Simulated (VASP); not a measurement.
A run of VASP 6.6.1:

INCAR

```
PREC = Accurate ; ENCUT = 520
EDIFF = 1E-7 ; ISMEAR = -1
SIGMA = 0.05 ; LREAL = False
LASPH = True ; NELM = 100
ALGO = Normal ; ISIF = 2
LWAVE = False ; LCHARG = False
LMAXMIX = 4 ; METAGGA = TPSS
LMIXTAU = True ; NBANDS = 13
```

Contents of KPOINTS:

```
regular mesh
0
Gamma
  12 12 12
```

POSCAR

```
W
1.0
   -1.5823450000      1.5823450000      1.5823450000
    1.5823450000     -1.5823450000      1.5823450000
    1.5823450000      1.5823450000     -1.5823450000
W
1
Direct
    0.0000000000      0.0000000000      0.0000000000
```

KPOINTS_OPT

```
path GHNGPH,PN
15
line-mode
reciprocal
 0.0000000000  0.0000000000  0.0000000000  G
 0.5000000000 -0.5000000000  0.5000000000  H

 0.5000000000 -0.5000000000  0.5000000000  H
 0.0000000000  0.0000000000  0.5000000000  N

 0.0000000000  0.0000000000  0.5000000000  N
 0.0000000000  0.0000000000  0.0000000000  G

 0.0000000000  0.0000000000  0.0000000000  G
 0.2500000000  0.2500000000  0.2500000000  P

 0.2500000000  0.2500000000  0.2500000000  P
 0.5000000000 -0.5000000000  0.5000000000  H

 0.2500000000  0.2500000000  0.2500000000  P
 0.0000000000  0.0000000000  0.5000000000  N
```

Potentials or basis: VASP PAW PBE potentials, release 64 (W_sv).

Run with:

```sh
$ cat potpaw_PBE.64/W_sv/POTCAR > POTCAR
$ mpirun -np 1 vasp_std > vasp.out
```

Hardware: 1 thread of Intel(R) Xeon(R) Platinum 8375C CPU @ 2.90GHz (Ice Lake) (shared host).

Estimate the wall time of this run.

Wall time 66 s on 1 thread of Intel(R) Xeon(R) Platinum 8375C CPU @ 2.90GHz (Ice Lake), on a shared host, peak memory 0.14 GiB. Counts: scf iterations 34, k points 72.
